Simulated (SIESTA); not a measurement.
The system is HgTe (Coloradoite).

```
CELL_PARAMETERS angstrom
0.00000 3.21450 3.21450
3.21450 0.00000 3.21450
3.21450 3.21450 0.00000
ATOMIC_POSITIONS crystal
Hg 0.00000 0.00000 0.00000
Te 0.75000 0.75000 0.75000
```

```yaml
Program: SIESTA 5.4.2
Task: single point
Functional: PBE
Potentials_or_basis: PseudoDojo 0.4 standard (PBE files)
Basis: DZP (energy shift 0.002 Ry)
Grid_cutoff: 800 Ry
Energy_shift: 0.002 Ry
k_mesh: 7 × 7 × 7
Occupations: fermi-dirac, width 0.05 eV
Spin: no spin polarisation
```

On this cell: pressure 5.9 GPa; largest force zero by symmetry; band gap on the k mesh none (metal or under the smearing width).

The same run follows on a disturbed copy (atoms moved at random, drawn with an rms of 0.05 Å):

```xyz
2
Lattice="0.0000 3.2145 3.2145 3.2145 0.0000 3.2145 3.2145 3.2145 0.0000" Properties=species:S:1:pos:R:3 pbc="T T T"
Hg   -0.0041   -0.0227    0.0017
Te    4.8265    4.8151    4.8249
```

**Question.** What does the disturbed cell give?

**Answer.** The energy (extrapolated to zero smearing) moves by +0.5 meV/atom; pressure 5.9 GPa; largest force 0.101 eV/Å; band gap on the k mesh none (metal or under the smearing width).

Forces in eV/Å, atoms in the order of the input:
```
Hg   0.049  0.087  0.008
Te  -0.049 -0.088 -0.007
```

Stress tensor (GPa, compression positive):
```
5.92 0.03 0.36
0.03 5.92 0.20
0.36 0.20 5.93
```

Caveats: semicore shells carry a single zeta, which can move pressures by several GPa and volumes by a few percent; the valence orbitals were made in a potential fitted to the semicore shell under them, which widens gaps by tenths of an eV or more; the basis of atomic orbitals isn't converged, which shifts pressures, moduli and gaps.
